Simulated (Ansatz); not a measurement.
Crystal: Ta.

```
Ta
1.0
    -1.65128    1.65128    1.65128
     1.65128   -1.65128    1.65128
     1.65128    1.65128   -1.65128
Ta
1
Cartesian
  0.0000 0.0000 0.0000
```

Base run:

```yaml
Program: Ansatz 0.2.0
Functional: PBEsol
Potentials_or_basis: all-electron LAPW, relativistic spinors
Cutoff: 263 eV
Density_cutoff: 1052 eV
Basis_error_allowed: 0.001 eV/atom
k_mesh: 8 × 8 × 8
Occupations: fermi-dirac, width 0.05 eV
Spin: spin-orbit coupling, no magnetisation
```

Its results: pressure -5.9 GPa.

**Question.** The run is repeated on the same cell with these changes: functional from PBEsol to LDA. What comes out?

**Answer.** Pressure -10.8 GPa.

LDA binds more tightly than PBEsol, so the same cell stands under less pressure.

Caveats: the k mesh is thin for a metal, which can move the energy by tens of meV per atom.

Not every run made on this cell is shown here.
